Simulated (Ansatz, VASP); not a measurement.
**One calculation of Al2Pt, two programs**

Contents of INCAR:

```
SYSTEM = Al2Pt
PREC = Accurate
ENCUT = 520
EDIFF = 1E-7
ISMEAR = -1
SIGMA = 0.05
LREAL = .False.
LASPH = .True.
NELM = 80
ALGO = Normal
ISIF = 2
LWAVE = .False.
LCHARG = .True.
GGA = CA
LELF = .True.
LVHAR = .True.
NBANDS = 15
```

File KPOINTS:

```
regular mesh
0
Gamma
  8 8 8
  0 0 0
```

POSCAR

```
Al2Pt
1.0
    0.0000000000      2.9150626719      2.9150626719
    2.9150626719      0.0000000000      2.9150626719
    2.9150626719      2.9150626719      0.0000000000
Pt Al
1 2
Direct
    0.0000000000      0.0000000000      0.0000000000
    0.7500000000      0.7500000000      0.7500000000
    0.2500000000      0.2500000000      0.2500000000
```

input.yaml

```yaml
crystal:
  lattice:
    - [0.0, 2.9150626719, 2.9150626719]
    - [2.9150626719, 0.0, 2.9150626719]
    - [2.9150626719, 2.9150626719, 0.0]
  atoms:
    - { symbol: Pt, position: [0.0, 0.0, 0.0] }
    - { symbol: Al, position: [0.75, 0.75, 0.75] }
    - { symbol: Al, position: [0.25, 0.25, 0.25] }
kpoints:
  mp_grid: { grid: [8, 8, 8] }
scf:
  occupations: { method: fermi_dirac, width: 0.05 }
hamiltonian:
  xc: lda
  pseudopotentials: { kind: all_electron, lapw: { basis_error: 0.002 } }
output:
  forces: true
  stress: true
  eigenvalues: true
```

Change from the starting cell: volume scaled by 0.96.

Alike in both runs: task single point; functional LDA; k mesh 8 × 8 × 8; occupations fermi-dirac, width 0.05 eV; no spin polarisation.

|  | VASP | Ansatz |
| --- | --- | --- |
| version | VASP 6.6.1 | Ansatz 0.2.0 |
| potentials or method | VASP PAW LDA potentials, release 64 (Pt, Al) | all-electron LAPW, scalar-relativistic |
| plane-wave cutoff (eV) | 520 | see its input |

Ansatz gave:

| Property | Result |
| --- | --- |
| gap on the k mesh at the Fermi level (eV) | none |
| pressure (GPa) | 1.8 |

Question: What did VASP give for the same quantities?

Answer: gap on the k mesh at the Fermi level (eV): none; pressure (GPa): 2.2.

A gap of «none» marks a metal or a gap that the smearing closes. Ansatz ran all-electron here, so the differences hold the error of VASP's frozen core and of both bases.

Spin-orbit coupling is left out, which matters for the levels of Pt.
